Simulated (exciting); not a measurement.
# MgO (Fm-3m) in exciting: single point with PBE

Aim: the single point of MgO with PBE.

Everything below comes from runs of exciting (release sodium). Logs are shortened: lines on timing, memory, paths and dates and some standing lists are left out, and cuts for length are marked.

**Measured values to compare with.**

“Electronic structure of alkaline earth and post-transition metal oxides”, 2009, arxiv:0908.1581 quotes, for a bulk crystal of MgO: band gap 7.83 eV.

The runs below are set against these values where they give the same quantity.

## 1. The structure

It takes space group Fm-3m (No. 225, cubic). Conventional cell: a = 4.194 Å, b = 4.194 Å, c = 4.194 Å, α = 90.00°, β = 90.00°, γ = 90.00°. Mg (site symmetry m-3m) is surrounded by 6 O at 2.10 Å. O (site symmetry m-3m) is surrounded by 6 Mg at 2.10 Å.

The cell is a database's computed one.

## 2. Single point, PBE

Contents of input.xml:

```xml
<input>
  <title>MgO</title>
  <structure speciespath="./" tshift="false">
    <crystal scale="1">
      <basevect>0.000000000000 3.962758315162 3.962758315162</basevect>
      <basevect>3.962758315162 0.000000000000 3.962758315162</basevect>
      <basevect>3.962758315162 3.962758315162 0.000000000000</basevect>
    </crystal>
    <species speciesfile="Mg.xml" rmt="2">
      <atom coord="0.000000000000 0.000000000000 0.000000000000"/>
    </species>
    <species speciesfile="O.xml" rmt="1.45">
      <atom coord="0.500000000000 0.500000000000 0.500000000000"/>
    </species>
  </structure>
  <groundstate do="fromscratch" ngridk="11 11 11" rgkmax="7.5" gmaxvr="14" lmaxapw="10" lmaxmat="10" lmaxvr="8" xctype="GGA_PBE" stype="Gaussian" swidth="0.00040424" nempty="10" ValenceRelativity="iora*" epsengy="1e-05" epspot="1e-05" maxscl="60" tforce="true" outputlevel="high"/>
</input>
```

Potentials or basis: all-electron LAPW+lo, shipped species files, valence relativity iora*.

Launch:

```
$ OMP_NUM_THREADS=1 exciting_smp
```

INFO.OUT:

```text
================================================================================
EXCITING SODIUM started
[... 10 lines left out ...]

 Lattice vectors (cartesian) :
      0.0000000000      3.9627583152      3.9627583152
      3.9627583152      0.0000000000      3.9627583152
      3.9627583152      3.9627583152      0.0000000000

 Reciprocal lattice vectors (cartesian) :
     -0.7927792723      0.7927792723      0.7927792723
      0.7927792723     -0.7927792723      0.7927792723
      0.7927792723      0.7927792723     -0.7927792723

 Unit cell volume                           :     124.4579815855
 Brillouin zone volume                      :       1.9930438392

 Species :    1 (Mg)
     parameters loaded from                 :    Mg.xml
     name                                   :    magnesium
     nuclear charge                         :     -12.00000000
     electronic charge                      :      12.00000000
     atomic mass                            :   44305.30463000
     muffin-tin radius                      :       2.00000000
     # of radial points in muffin-tin       :     300

     atomic positions (lattice) :
       1 :   0.00000000  0.00000000  0.00000000

 Species :    2 (O)
     parameters loaded from                 :    O.xml
     name                                   :    oxygen
     nuclear charge                         :      -8.00000000
     electronic charge                      :       8.00000000
     atomic mass                            :   29165.12203000
     muffin-tin radius                      :       1.45000000
     # of radial points in muffin-tin       :     250

     atomic positions (lattice) :
       1 :   0.50000000  0.50000000  0.50000000

 Total number of atoms per unit cell        :       2

 Spin treatment                             :    spin-unpolarised

 Number of Bravais lattice symmetries       :      48
 Number of crystal symmetries               :      48

 k-point grid                               :      11   11   11
 Total number of k-points                   :      56
 k-point set is reduced with crystal symmetries

 R^MT_min * |G+k|_max (rgkmax)              :       7.50000000
 Species with R^MT_min                      :       2 (O)
 Maximum |G+k| for APW functions            :       5.17241379
 Maximum |G| for potential and density      :      14.00000000
 Polynomial order for pseudochg. density    :       9

 G-vector grid sizes                        :      25    25    25
 Total number of G-vectors                  :    5769

 Maximum angular momentum used for
     APW functions                          :      10
     computing H and O matrix elements      :      10
     potential and density                  :       8
     inner part of muffin-tin               :       2

 Total nuclear charge                       :     -20.00000000
 Total electronic charge                    :      20.00000000
 Total core charge                          :       4.00000000
 Total valence charge                       :      16.00000000

 Effective Wigner radius, r_s               :       1.14104135

 Number of empty states                     :      10
 Total number of valence states             :      19

 Maximum Hamiltonian size                   :     314
 Maximum number of plane-waves              :     302
 Total number of local-orbitals             :      12

 Exchange-correlation type                  :      20
     Perdew-Burke-Ernzerhof, Phys. Rev. Lett. 77, 3865 (1996)
     Generalised gradient approximation (GGA)

 Smearing scheme                            :    Gaussian
 Smearing width                             :       0.00040424

 Using multisecant Broyden potential mixing
[... 6 lines left out ...]
* Groundstate module started                                                   *
********************************************************************************
 Output level for this task is set to high

++++++++++++++++++++++++++++++++++++++++++++++++++++++++++++++++++++++++++++++++
[... 5 lines left out ...]
+ SCF iteration number :    1                                                  +
++++++++++++++++++++++++++++++++++++++++++++++++++++++++++++++++++++++++++++++++
 Total energy                               :      -278.08063727
 _______________________________________________________________
 Fermi energy                               :         0.18810060
 Kinetic energy                             :       275.37772621
 Coulomb energy                             :      -528.01188732
 Exchange energy                            :       -24.71952536
 Correlation energy                         :        -0.72695081
 Sum of eigenvalues                         :      -141.76035238
 Effective potential energy                 :      -417.13807858
 Coulomb potential energy                   :      -384.33141080
 xc potential energy                        :       -32.80666778
 Hartree energy                             :        82.64817226
 Electron-nuclear energy                    :      -549.62775532
 Nuclear-nuclear energy                     :       -61.03230425
 Madelung energy                            :      -335.84618191
 Core-electron kinetic energy               :         0.00000000

 DOS at Fermi energy (states/Ha/cell)       :         0.00000000

 Electron charges :
     core                                   :         4.00000000
     core leakage                           :         0.00000068
     valence                                :        16.00000000
     interstitial                           :         2.47885080
     charge in muffin-tin spheres :
                  atom     1    Mg          :        10.29022868
                  atom     2     O          :         7.23092052
     total charge in muffin-tins            :        17.52114920
     total charge                           :        20.00000000
[... 909 lines left out ...]
 Electron charges :
     core                                   :         4.00000000
     core leakage                           :         0.00000070
     valence                                :        16.00000000
     interstitial                           :         2.84341039
     charge in muffin-tin spheres :
                  atom     1    Mg          :        10.41204142
                  atom     2     O          :         6.74454818
     total charge in muffin-tins            :        17.15658961
     total charge                           :        20.00000000

 Estimated fundamental gap                  :         0.17912056
        valence-band maximum at    1      0.0000  0.0000  0.0000
     conduction-band minimum at    1      0.0000  0.0000  0.0000

 RMS change in effective potential (target) :  0.333857E-07  ( 0.100000E-04)
 Absolute change in total energy   (target) :  0.344187E-07  ( 0.100000E-04)
 Charge distance                   (target) :  0.109222E-07  ( 0.100000E-04)
 Abs. change in max-nonIBS-force   (target) :   0.00000      ( 0.500000E-04)

++++++++++++++++++++++++++++++++++++++++++++++++++++++++++++++++++++++++++++++++
| Convergency criteria checked for the last 2 iterations                       +
| Convergence targets achieved. Performing final SCF iteration                 +
++++++++++++++++++++++++++++++++++++++++++++++++++++++++++++++++++++++++++++++++
 Total energy                               :      -275.71620128
 _______________________________________________________________
 Fermi energy                               :         0.26771630
 Kinetic energy                             :       275.84607758
 Coulomb energy                             :      -526.41963321
 Exchange energy                            :       -24.40989509
 Correlation energy                         :        -0.73275056
 Sum of eigenvalues                         :      -140.96215628
 Effective potential energy                 :      -416.80823386
 Coulomb potential energy                   :      -384.39500981
 xc potential energy                        :       -32.41322405
 Hartree energy                             :        80.99231914
 Electron-nuclear energy                    :      -546.37964810
 Nuclear-nuclear energy                     :       -61.03230425
 Madelung energy                            :      -334.22212830
 Core-electron kinetic energy               :         0.00000000

 DOS at Fermi energy (states/Ha/cell)       :         0.00000000

 Electron charges :
     core                                   :         4.00000000
     core leakage                           :         0.00000070
     valence                                :        16.00000000
     interstitial                           :         2.84341039
     charge in muffin-tin spheres :
                  atom     1    Mg          :        10.41204142
                  atom     2     O          :         6.74454818
     total charge in muffin-tins            :        17.15658961
     total charge                           :        20.00000000

 Estimated fundamental gap                  :         0.17912056
        valence-band maximum at    1      0.0000  0.0000  0.0000
     conduction-band minimum at    1      0.0000  0.0000  0.0000

++++++++++++++++++++++++++++++++++++++++++++++++++++++++++++++++++++++++++++++++
+ Self-consistent loop stopped                                                 +
++++++++++++++++++++++++++++++++++++++++++++++++++++++++++++++++++++++++++++++++
 STATE.OUT is written

--------------------------------------------------------------------------------
- Writing atomic positions and forces                                          -
--------------------------------------------------------------------------------

 Atomic positions (lattice) :
 atom     1  Mg  :     0.00000000    0.00000000    0.00000000
 atom     2   O  :     0.50000000    0.50000000    0.50000000

 Total atomic forces including IBS (cartesian) :
 atom     1  Mg  :     0.00000000   -0.00000000    0.00000000
 atom     2   O  :    -0.00000000    0.00000000    0.00000000

 Atomic force components including IBS (cartesian) :
 atom     1  Mg  :     0.00000000    0.00000000    0.00000000   HF force
                 :     0.00000000   -0.00000000    0.00000000   core correction
                 :    -0.00000000    0.00000000    0.00000000   IBS correction
 atom     2   O  :    -0.00000000   -0.00000000   -0.00000000   HF force
                 :    -0.00000000    0.00000000   -0.00000000   core correction
                 :     0.00000000   -0.00000000   -0.00000000   IBS correction

********************************************************************************
* Groundstate module stopped                                                   *
********************************************************************************

================================================================================
| EXCITING SODIUM stopped                                                      =
================================================================================
```

It took 2.3 min on 1 thread of Arm Neoverse V2, shared host; peak memory 0.12 GiB.

Results:

```yaml
Free_energy: -7502.6200 eV
Band_gap_on_the_k_mesh: 4.87 eV, direct
All_electrons_inside_the_program's_atomic_spheres: Mg 10.41; O 6.74 (radii Mg 2.0, O 1.45 bohr)
```

## 3. Against experiment

Step 2. Against the measured gap of MgO, 7.83 eV (quoted in “Electronic structure of alkaline earth and post-transition metal oxides”, 2009, arxiv:0908.1581), the calculated 4.87 eV is off by -2.96 eV. The value is that of PBE, without temperature or zero-point motion. Semilocal functionals fall short of measured gaps as a rule. The cell is a database's relaxed one, not the measured one, which moves gaps too.
